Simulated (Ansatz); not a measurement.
A calculation with Ansatz 0.2.0 of TaN (native input, structure typed inline):

File input.yaml:

```yaml
crystal:
  lattice:
    - [2.938, 0.0, 0.0]
    - [-1.469, 2.5443826363, 0.0]
    - [0.0, 0.0, 2.883]
  atoms:
    - { symbol: Ta, position: [-0.003807, -0.001028, 0.49762] }
    - { symbol: "N", position: [0.661378, 0.334418, 0.005286] }
hamiltonian:
  xc: pbe
  pseudopotentials: { kind: paw_fr }
  dispersion: d4
magnetization:
  noncollinear: true
  spin_orbit: true
kpoints:
  mp_grid: { grid: [8, 8, 7] }
scf:
  occupations: { method: gaussian, width: 0.01 }
  n_extra_bands: 6
output:
  forces: true
  stress: true
  eigenvalues: true
  dos: { projected: false, de: 0.05, nscf_kmesh: { grid: [12, 12, 11] } }
```

Potentials or basis: Ansatz PAW.

The run is started by

```console
$ ansatz run input.yaml --threads 1 --pin off --max-ram 2560MiB --backend cpu --events-out ev --progress --plain --runs-dir out
```

The cell isn't the ideal one: atoms moved at random, drawn with an rms of 0.02 Å.

Problem. Write the same calculation in another form: native input, Cartesian positions.

Solution. As run:

input.yaml

```yaml
crystal:
  lattice:
    - [2.938, 0.0, 0.0]
    - [-1.469, 2.5443826363, 0.0]
    - [0.0, 0.0, 2.883]
  atoms:
    - { symbol: Ta, position_ang: [-0.009674834, -0.002615625, 1.43463846] }
    - { symbol: "N", position_ang: [1.451868522, 0.850887352, 0.015239538] }
hamiltonian:
  xc: pbe
  pseudopotentials: { kind: paw_fr }
  dispersion: d4
magnetization:
  noncollinear: true
  spin_orbit: true
kpoints:
  mp_grid: { grid: [8, 8, 7] }
scf:
  occupations: { method: gaussian, width: 0.01 }
  n_extra_bands: 6
output:
  forces: true
  stress: true
  eigenvalues: true
  dos: { projected: false, de: 0.05, nscf_kmesh: { grid: [12, 12, 11] } }
```

Potentials or basis: Ansatz PAW.

The run is started by

```console
$ ansatz run input.yaml --threads 1 --pin off --max-ram 2560MiB --backend cpu --events-out ev --progress --plain --runs-dir out
```

Both were run:

|  | native input, structure typed inline | native input, Cartesian positions |
| --- | --- | --- |
| Pressure | -0.4 GPa | -0.4 GPa |
| Largest force | 0.333 eV/Å | 0.333 eV/Å |
| Band gap on the k mesh | 0.00 eV, direct | 0.00 eV, direct |

Keys that steer only the numerical path or the files written may differ.

Caveat: odd divisions of the mesh miss points on the zone boundary, where band edges often lie, so the gap on the mesh can be too wide; the pressure holds a Pulay correction of +0.5 GPa for the finite cutoff.
